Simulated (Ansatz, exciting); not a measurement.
## AlN: programs and potentials compared

```
CELL_PARAMETERS angstrom
0.00000 2.18399 2.18399
2.18399 0.00000 2.18399
2.18399 2.18399 0.00000
ATOMIC_POSITIONS crystal
Al 0.00000 0.00000 0.00000
N 0.25000 0.25000 0.25000
```

Measurements of this composition are mostly on another form, of space group No. 186.

Alike in all runs: task single point; functional PBE; k mesh 10 × 10 × 10; occupations gaussian, width 0.011 eV; no spin polarisation; no spin-orbit coupling. Pressure is positive in compression and, in plane waves, holds the error of the finite cutoff, which Ansatz's Pulay term estimates and takes out.

| program and potentials | plane-wave cutoff (eV) | notes | band gap (eV) | pressure (GPa) |
| --- | --- | --- | --- | --- |
| Ansatz, Ansatz PAW | 420 | Pulay term of +0.50 GPa included | 3.33 | 4.86 |
| exciting, all-electron LAPW+lo, shipped species files, valence relativity iora* | - | - | 3.32 | - |
| Ansatz, all-electron LAPW, scalar-relativistic | - | - | ? | ? |

Task: Estimate from the other rows what the run with Ansatz, all-electron LAPW, scalar-relativistic gave.

Result: Band gap 3.32 eV; pressure 4.76 GPa. The other rows, which needn't bracket it: band gap 3.32 to 3.33; pressure 4.86.
